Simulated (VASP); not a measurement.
Here is a VASP 6.6.1 calculation.

The input INCAR:

```
SYSTEM = Te2Mo
PREC = Accurate ; ENCUT = 600
EDIFF = 1E-6 ; ISMEAR = 0
SIGMA = 0.03 ; LREAL = .FALSE.
LASPH = .TRUE. ; NELM = 80
ALGO = Normal ; ISIF = 3
LWAVE = .FALSE. ; LCHARG = .FALSE.
GGA = PE ; IVDW = 12
IBRION = 2 ; NSW = 90
EDIFFG = -0.01 ; KPAR = 4
```

File KPOINTS:

```
Automatic mesh
0
G
  4 8 2
  0 0 0
```

File POSCAR:

```
Te2Mo
1.0
    6.3300000000      0.0000000000      0.0000000000
    0.0000000000      3.4690000000      0.0000000000
   -0.9467947088      0.0000000000     13.8276237937
Te Mo
8 4
Direct
    0.5568000000      0.7500000000      0.3516000000
    0.4432000000      0.2500000000      0.6484000000
    0.5888000000      0.2500000000      0.1045000000
    0.4112000000      0.7500000000      0.8955000000
    0.0970000000      0.7500000000      0.1486000000
    0.9030000000      0.2500000000      0.8514000000
    0.0563000000      0.2500000000      0.3955000000
    0.9437000000      0.7500000000      0.6045000000
    0.3181000000      0.7500000000      0.5066000000
    0.6819000000      0.2500000000      0.4934000000
    0.1833000000      0.2500000000      0.0074000000
    0.8167000000      0.7500000000      0.9926000000
```

Potentials or basis: VASP PAW PBE potentials, release 64 (Te, Mo_sv).

Run with:

```console
$ cat potpaw_PBE.64/Te/POTCAR potpaw_PBE.64/Mo_sv/POTCAR > POTCAR
$ mpirun -np 4 vasp_std > vasp.out
```

Estimate the space group after relaxing (to 0.05 Å).

P2_1/m (No. 11).

Predict the relaxed volume.

24.23 Å³/atom.

Predict the dispersion energy per atom.

-0.553 eV.

What does it give for the relaxed cell?

a = 6.343 Å, b = 3.469 Å, c = 13.245 Å, α = 90.00°, β = 94.02°, γ = 90.00°.

Step by step:
| step | energy change (eV) | largest force (eV/Å) | pressure (GPa) | volume (Å³) |
| --- | --- | --- | --- | --- |
| 1 | 0.0000 | 0.1568 | -0.84 | 303.64 |
| 2 | -0.0106 | 0.3903 | 0.87 | 297.84 |
| 3 | -0.0136 | 0.3098 | 0.32 | 299.67 |
| 4 | -0.0316 | 0.2104 | 0.20 | 298.18 |
| 5 | -0.0445 | 0.1998 | 0.01 | 295.09 |
| 6 | -0.0609 | 0.0741 | -0.06 | 293.63 |
| 7 | -0.0684 | 0.1804 | -0.12 | 291.41 |
| 8 | -0.0783 | 0.1162 | 0.38 | 289.22 |
| 9 | -0.0791 | 0.1112 | 0.29 | 289.63 |
| 10 | -0.0808 | 0.1130 | -0.39 | 291.25 |
| 11 | -0.0817 | 0.0944 | -0.15 | 290.65 |
| 12 | -0.0844 | 0.0465 | 0.03 | 290.32 |
| 13 | -0.0846 | 0.0446 | 0.10 | 290.19 |
| 14 | -0.0851 | 0.0403 | -0.12 | 290.75 |
| 15 | -0.0853 | 0.0265 | -0.06 | 290.59 |
| 16 | -0.0855 | 0.0206 | 0.08 | 290.30 |
| 17 | -0.0855 | 0.0198 | 0.06 | 290.34 |
| 18 | -0.0856 | 0.0212 | 0.01 | 290.56 |
| 19 | -0.0856 | 0.0214 | 0.00 | 290.58 |
| 20 | -0.0857 | 0.0131 | 0.00 | 290.68 |
| 21 | -0.0858 | 0.0080 | 0.00 | 290.77 |

Caveat: pairwise dispersion overbinds metals, which lowers pressure and volume. Spin-orbit coupling is left out, which matters for the levels of Te.
